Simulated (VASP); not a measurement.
Ni: relaxation of cell and atoms with PBE+U

Crystal: Ni.

```
Ni
1.0
     0.00000    1.76194    1.76194
     1.76194    0.00000    1.76194
     1.76194    1.76194    0.00000
Ni
1
Cartesian
  0.0000 0.0000 0.0000
```

```
Program                : VASP 6.6.1
Task                   : relaxation of cell and atoms
Functional             : PBE
Potentials or basis    : VASP PAW PBE potentials, release 64 (Ni)
Cutoff                 : 520 eV
k mesh                 : 20 × 20 × 20
Occupations            : gaussian, width 0.1 eV
Spin                   : collinear spin, ferromagnetic start
Starting moments       : [0.8] μB
Hubbard terms          : Ni d U = 2.0 eV
Further INCAR settings : ALGO = Normal; EDIFF = 1e-07; IBRION = 2; EDIFFG = -0.002; NSW = 80; ISIF = 3
```

| Item | Value |
| --- | --- |
| Relaxed volume | 10.68 Å³/atom |
| Relaxed cell | a = 2.472 Å, b = 2.472 Å, c = 2.472 Å, α = 60.00°, β = 60.00°, γ = 60.00° |
| Space group after relaxing (to 0.05 Å) | Fm-3m (No. 225) |
| Energy gained by relaxing | 3.5 meV/atom |
| Ionic steps | 3 |
| Pressure after relaxing | 0.0 GPa |
| Band gap on the k mesh | none (metal or under the smearing width) |
| Net moment | 0.67 μB per cell |
| Site moments | Ni +0.69 μB |
| Valence electrons inside the program's atomic spheres | Ni 9.39 |

The path:
```csv
step,energy change (eV),largest force (eV/Å),pressure (GPa),volume (Å³)
1,0.0000,0.0000,-4.14,10.94
2,-0.0016,0.0000,3.33,10.50
3,-0.0035,0.0000,0.01,10.68
```

Final structure:
```yaml
crystal:
  lattice:
    - [0.00000, 1.74785, 1.74785]
    - [1.74785, 0.00000, 1.74785]
    - [1.74785, 1.74785, 0.00000]
  atoms:
    - { symbol: Ni, position: [0.00000, 0.00000, 0.00000] }
```

Levels at points of the mesh, in eV from the Fermi level:
Spin up:
| k point | band 3 | band 4 | band 5 | band 6 | band 7 | band 8 |
| --- | --- | --- | --- | --- | --- | --- |
| (0.00, 0.00, 0.00) | -2.93 | -2.93 | -1.65 | -1.65 | 24.16 | 28.16 |
| (0.50, 0.00, 0.00) | -2.87 | -1.01 | -1.01 | -0.06 | 5.73 | 22.62 |
| (0.50, 0.50, 0.00) | -0.91 | -0.91 | -0.91 | 2.73 | 9.30 | 15.27 |
Spin down:
```csv
k point,band 3,band 4,band 5,band 6,band 7,band 8
"(0.00, 0.00, 0.00)",-1.64,-1.64,-1.00,-1.00,23.91,28.09
"(0.50, 0.00, 0.00)",-2.03,-0.16,0.14,0.14,6.40,22.42
"(0.50, 0.50, 0.00)",-0.24,0.52,0.52,2.65,9.56,15.25
```

Eigenvalues of the final occupation matrices:
| site | spin | trace | eigenvalues |
| --- | --- | --- | --- |
| site 1 d | 1 | 4.58 | 0.91 0.91 0.91 0.92 0.92 |
| site 1 d | 2 | 3.85 | 0.70 0.70 0.70 0.87 0.87 |

Wall time 110 s on 1 thread of Intel(R) Xeon(R) Platinum 8259CL CPU @ 2.50GHz (Skylake/Cascade Lake), on a shared host, peak memory 0.17 GiB.

Caveat: the U is typed as a test and isn't derived for this compound. The state reached can hang on the start; a lower one may exist.
